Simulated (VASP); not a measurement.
# KBr (Fm-3m) in VASP: a series of runs, part 2 of 2

VASP 6.6.1.

### 4 Relaxation of cell and atoms, PBE

This run uses another cell than the first one, of 38.16 Å³/atom, 1.014 times its volume.

INCAR reads:

```
SYSTEM = KBr
PREC     = Accurate       ! precision mode
ENCUT    = 300            ! plane-wave cutoff, eV
EDIFF    = 1E-7           ! SCF threshold, eV
ISMEAR   = 0              ! smearing method
SIGMA    = 0.03           ! smearing width, eV
LREAL    = .False.        ! projectors in reciprocal space
LASPH    = .True.         ! aspherical terms in the spheres
NELM     = 80             ! most SCF steps
ALGO     = Normal         ! electronic algorithm
ISIF     = 3              ! what is computed and relaxed
LWAVE    = .False.        ! write WAVECAR
LCHARG   = .False.        ! write CHGCAR
GGA      = PE             ! functional
IBRION   = 2              ! ionic algorithm
NSW      = 90             ! ionic steps
EDIFFG   = -0.005         ! ionic threshold
```

KPOINTS reads:

```
Automatic mesh
0
Gamma
  4 4 4
  0 0 0
```

POSCAR reads:

```
KBr                                     
1.0
    0.0000000000      3.3666869230      3.3666869230
    3.3666869230      0.0000000000      3.3666869230
    3.3666869230      3.3666869230     -0.0000000000
  K               Br            
     1     1
Direct
     0.0000000000000000    0.0000000000000000    0.0000000000000000
     0.5000000000000000    0.5000000000000000    0.5000000000000000
```

Potentials or basis: VASP PAW PBE potentials, release 64 (K_pv, Br).

Started as:

```
$ cat potpaw_PBE.64/K_pv/POTCAR potpaw_PBE.64/Br/POTCAR > POTCAR
$ mpirun -np 1 vasp_std > vasp.out
```

OUTCAR:

```text
SYSTEM = KBr
   PREC = Accurate
   ENCUT = 300
   EDIFF = 1E-7
   ISMEAR = 0
   LREAL = .False.
   LASPH = .True.
   NELM = 80
   ISIF = 3
   GGA = PE
   IBRION = 2
   NSW = 90
   EDIFFG = -0.005

 ion  position               nearest neighbor table
   1  0.000  0.000  0.000-   2 3.37   2 3.37   2 3.37   2 3.37   2 3.37   2 3.37
   2  0.500  0.500  0.500-   1 3.37   1 3.37   1 3.37   1 3.37   1 3.37   1 3.37

  LATTYP: Found a face centered cubic cell.
 ALAT       =     6.7333738460

  Lattice vectors:

 A1 = (   0.0000000000,   3.3666869230,   3.3666869230)
 A2 = (   3.3666869230,   0.0000000000,   3.3666869230)
 A3 = (   3.3666869230,   3.3666869230,   0.0000000000)

Analysis of symmetry for initial positions (statically):
=====================================================================
 Subroutine PRICEL returns:
 Original cell was already a primitive cell.

 Routine SETGRP: Setting up the symmetry group for a
 face centered cubic supercell.

[... 205 lines left out ...]

 k-point     1 :       0.0000    0.0000    0.0000
  band No.  band energies     occupation
      1     -15.2356      2.00000
      2     -14.3810      2.00000
      3     -14.3810      2.00000
      4     -14.3810      2.00000
      5      -3.0036      2.00000
      6      -3.0036      2.00000
      7      -3.0036      2.00000
      8       1.2640      0.00000
      9       4.5833      0.00000
     10       4.5833      0.00000
     11       4.5833      0.00000
[... 85 lines left out ...]
 k-point     8 :      -0.2500    0.5000    0.2500
  band No.  band energies     occupation
      1     -15.2348      2.00000
      2     -14.4299      2.00000
      3     -14.4299      2.00000
      4     -14.2949      2.00000
      5      -3.5446      2.00000
      6      -3.5446      2.00000
      7      -3.4813      2.00000
      8       4.3124      0.00000
      9       4.3124      0.00000
     10       5.0111      0.00000
     11       5.7712      0.00000

------------------------ aborting loop because EDIFF is reached ----------------------------------------

  FORCE on cell =-STRESS in cart. coord.  units (eV):
  Direction    XX          YY          ZZ          XY          YZ          ZX
  --------------------------------------------------------------------------------------
  -------------------------------------------------------------------------------------
  Total        0.0067747      0.0067747      0.0067747     -0.0000000     -0.0000000     -0.0000000
  in kB        0.1420707      0.1420707      0.1420707     -0.0000000     -0.0000000     -0.0000000
  external PRESSURE =       0.1420707 kB  Pullay stress =       0.0000000 kB

 VOLUME and BASIS-vectors are now :
 -----------------------------------------------------------------------------
  energy-cutoff  :      300.00
  volume of cell :       76.40
      direct lattice vectors                 reciprocal lattice vectors
     0.000000000  3.367876012  3.367876012    -0.148461522  0.148461522  0.148461522
     3.367876012 -0.000000000  3.367876012     0.148461522 -0.148461522  0.148461522
     3.367876012  3.367876012  0.000000000     0.148461522  0.148461522 -0.148461522

 POSITION                                       TOTAL-FORCE (eV/Angst)
 -----------------------------------------------------------------------------------
      3.36788      3.36788      0.00000        -0.000000     -0.000000     -0.000000
      3.36788      3.36788      3.36788         0.000000      0.000000      0.000000
 -----------------------------------------------------------------------------------
    total drift:                                0.000000      0.000000      0.000000

  FREE ENERGIE OF THE ION-ELECTRON SYSTEM (eV)
  ---------------------------------------------------
  free  energy   TOTEN  =        -6.1839558061 eV

  energy  without entropy=       -6.1839558061  energy(sigma->0) =       -6.18395581

 reached required accuracy - stopping structural energy minimisation
```

CONTCAR:

```text
KBr
   1.00000000000000
     0.0000000000000000    3.3678760122009592    3.3678760122009592
     3.3678760122009592   -0.0000000000000000    3.3678760122009592
     3.3678760122009592    3.3678760122009592    0.0000000000000000
  K               Br
     1     1
Direct
     0.0000000000000000    0.0000000000000000    1.0000000000000000
     0.5000000000000000    0.5000000000000000    0.5000000000000000

  0.00000000E+00  0.00000000E+00  0.00000000E+00
  0.00000000E+00  0.00000000E+00  0.00000000E+00
```

Run time: 6.3 s. Hardware: 1 thread of Intel Xeon 6975P-C (Granite Rapids), shared host; peak memory 0.15 GiB.

Results:

| Property | Result |
| --- | --- |
| Free energy | -6.1840 eV |
| Relaxed volume | 38.20 Å³/atom |
| Relaxed cell | a = 4.763 Å, b = 4.763 Å, c = 4.763 Å, α = 60.00°, β = 60.00°, γ = 60.00° |
| Space group after relaxing (to 0.05 Å) | Fm-3m (No. 225) |
| Energy gained by relaxing | 0.0 meV/atom |
| Ionic steps | 2 |
| Pressure after relaxing | 0.0 GPa |
| Band gap on the k mesh | 4.27 eV, direct |

Final structure:
```yaml
crystal:
  lattice:
    - [0.00000, 3.36788, 3.36788]
    - [3.36788, 0.00000, 3.36788]
    - [3.36788, 3.36788, 0.00000]
  atoms:
    - { symbol: K, position: [0.00000, 0.00000, 0.00000] }
    - { symbol: Br, position: [0.50000, 0.50000, 0.50000] }
```
